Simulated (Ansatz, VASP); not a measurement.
## One calculation of Mo, two programs

File INCAR:

```
SYSTEM = Mo
  ALGO = Normal
  EDIFF = 1E-6
  ENCUT = 520
  GGA = PE
  ISIF = 2
  ISMEAR = 0
  LASPH = .True.
  LCHARG = .True.
  LELF = .True.
  LREAL = .False.
  LVHAR = .True.
  LWAVE = .False.
  NBANDS = 13
  NELM = 80
  PREC = Accurate
  SIGMA = 0.1
```

File KPOINTS:

```
k-points
0
Gamma
  24 24 24
  0 0 0
```

POSCAR

```
Mo
1.0
   -1.5960740867      1.5960740867      1.5960740867
    1.5960740867     -1.5960740867      1.5960740867
    1.5960740867      1.5960740867     -1.5960740867
Mo
1
Direct
    0.0000000000      0.0000000000      0.0000000000
```

Input for Ansatz:

```yaml
crystal:
  lattice:
    - [-1.5960740867, 1.5960740867, 1.5960740867]
    - [1.5960740867, -1.5960740867, 1.5960740867]
    - [1.5960740867, 1.5960740867, -1.5960740867]
  atoms:
    - { symbol: Mo, position: [0.0, 0.0, 0.0] }
basis:
  ecutwfc: 420
kpoints:
  mp_grid: { grid: [24, 24, 24] }
hamiltonian:
  xc: pbe
scf:
  occupations: { method: gaussian, width: 0.1 }
output:
  forces: true
  stress: true
  eigenvalues: true
```

Alike in both runs: task single point; functional PBE; k mesh 24 × 24 × 24; occupations gaussian, width 0.1 eV; no spin polarisation.

```csv
,VASP,Ansatz
version,VASP 6.6.1,Ansatz 0.2.0
potentials or method,"VASP PAW PBE potentials, release 64 (Mo_sv)","scalar-relativistic, plane waves, PAW"
plane-wave cutoff (eV),520,420
valence electrons in the cell,14,14
```

Ansatz gave:

- gap on the k mesh at the Fermi level (eV): none
- pressure (GPa): -7.2

Problem. What did VASP give for the same quantities?

Solution. gap on the k mesh at the Fermi level (eV): none; pressure (GPa): -6.7.

A gap of «none» marks a metal or a gap that the smearing closes. With one functional, cell and mesh, what is left measures potentials, basis and numerics.
